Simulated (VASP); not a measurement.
Here is a VASP 6.6.1 calculation.

File INCAR:

```
SYSTEM = AgCl
  PREC = Accurate
  ENCUT = 520
  EDIFF = 1E-6
  ISMEAR = 0
  SIGMA = 0.1
  LREAL = .FALSE.
  LASPH = .TRUE.
  NELM = 100
  ALGO = Normal
  ISIF = 2
  LWAVE = .FALSE.
  LCHARG = .TRUE.
  GGA = PE
  LELF = .TRUE.
  LVHAR = .TRUE.
  NBANDS = 16
```

File KPOINTS:

```
Automatic mesh
0
G
  6 6 6
  0 0 0
```

Contents of POSCAR:

```
AgCl
1.0
    0.0000000000      2.7350000000      2.7350000000
    2.7350000000      0.0000000000      2.7350000000
    2.7350000000      2.7350000000      0.0000000000
Ag Cl
1 1
Direct
    0.0000000000      0.0000000000      0.0000000000
    0.5000000000      0.5000000000      0.5000000000
```

Potentials or basis: VASP PAW PBE potentials, release 64 (Ag, Cl).

Run with:

```sh
$ cat potpaw_PBE.64/Ag/POTCAR potpaw_PBE.64/Cl/POTCAR > POTCAR
$ mpirun -np 1 vasp_std > vasp.out
```

Problem. Estimate the pressure.

Solution. 3.8 GPa.

Problem. Predict the band gap on the k mesh.

Solution. 0.90 eV, indirect (least direct gap 3.40 eV).

**Experimental background.**

From a printed reference work, data compilation, for a bulk crystal of AgCl: band gap 3.249 eV (indirect).

A measured gap of AgCl is 3.249 eV (indirect; a printed reference work, data compilation); the calculated 0.90 eV misses it by -2.35 eV. So large a miss can be the level of theory's own, or it may mean another phase, state or a wrong row. Spin-orbit coupling on Ag is left out. The value is that of PBE on a finite k mesh, which can miss the band edges, without temperature or zero-point motion. Semilocal functionals fall short of measured gaps as a rule.
